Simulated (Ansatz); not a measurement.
Runs of Ansatz 0.2.0 on SnSe2. It takes space group P-3m1 (No. 164, trigonal). The conventional cell has a = 3.811 Å, b = 3.811 Å, c = 6.136 Å, α = 90.00°, β = 90.00°, γ = 120.00°. Around Sn (site symmetry -3m) lie 6 Se at 2.68 Å. Se (site symmetry 3m) is surrounded by 3 Sn at 2.68 Å. 

| task | level | potentials or basis | cell | k mesh | cutoff (eV) | points for each segment of the path | mesh quality | gap on the mesh (eV) | pressure (GPa) | relaxed volume (Å³/atom) | largest force (eV/Å) |
| --- | --- | --- | --- | --- | --- | --- | --- | --- | --- | --- | --- |
| relaxation of cell and atoms | PBEsol+D3(BJ) | Ansatz PAW | relaxed | 8 × 8 × 5 | 420 | - | not flagged | - | 0.0 | 23.91 | - |
| band structure | HSE03 | Ansatz PAW | as given | 4 × 4 × 3 | 420 | 4 | coarse | 1.31 | - | - | 0.31 |
| band structure | PBEsol0 | Ansatz PAW | as given | 4 × 4 × 3 | 420 | 4 | coarse | 2.09 | - | - | 0.12 |
| relaxation of cell and atoms | revPBE0 | Ansatz PAW | relaxed | 4 × 4 × 3 | 420 | - | coarse | 2.38 | 0.0 | 37.40 | - |
| band structure | RPBE | Ansatz PAW | as given | 8 × 8 × 5 | 420 | 14 | not flagged | 0.89 | 7.4 | - | 0.83 |
| band structure | PBE | Ansatz PAW large core | as given | 8 × 8 × 5 | 420 | 14 | not flagged | 0.81 | 5.6 | - | 0.79 |
| relaxation of cell and atoms | HSE06 | Ansatz PAW | relaxed | 6 × 6 × 4 | 420 | - | not flagged | (c) | - | 28.95 | 0.01 |
| band structure | PBEsol | Ansatz PAW | as given | 8 × 8 × 5 | 420 | 14 | not flagged | 0.74 | 2.5 | - | 0.60 |
| band structure | HF | Ansatz PAW | as given | 4 × 4 × 3 | 420 | 4 | coarse | 7.01 | - | - | 0.24 |
| band structure | PBE0 | Ansatz PAW | as given | 6 × 6 × 4 | 420 | 4 | not flagged | (b) | - | - | 0.31 |
| band structure | PBE | Ansatz PAW earlier set | as given | 8 × 8 × 5 | 640 | 14 | not flagged | 0.81 | (a) | - | 0.79 |

Alike in all rows: no spin polarisation; smearing fermi-dirac 0.05 eV.

Fill in the values left out.

(a) 5.5; (b) 2.20; (c) 1.45.

Caveats: some runs use coarse meshes; spin-orbit coupling is left out, which moves the levels of the heavy elements (some runs); the PAW data sets come from PBE, with cores solved anew for the run's functional, which leaves a small shift of forces and pressure (some runs); this functional lacks dispersion, which binds the layers, so the pressure and a relaxed spacing across them are unreliable (some runs); the k mesh misses the band edges, so the gap on the mesh is wider than the one along the path (some runs); the plane-wave basis is chosen anew once the cell has moved, so the energies of steps on either side of that aren't comparable (some runs); the potentials were made for another functional, which shifts forces and pressure (some runs); the volume moved by over 15 % at a fixed basis, so the end points are rough (some runs).

A k mesh can miss the band edges, and the runs leave out spin-orbit coupling on Se, Sn.

Not every run made on this cell is shown here.
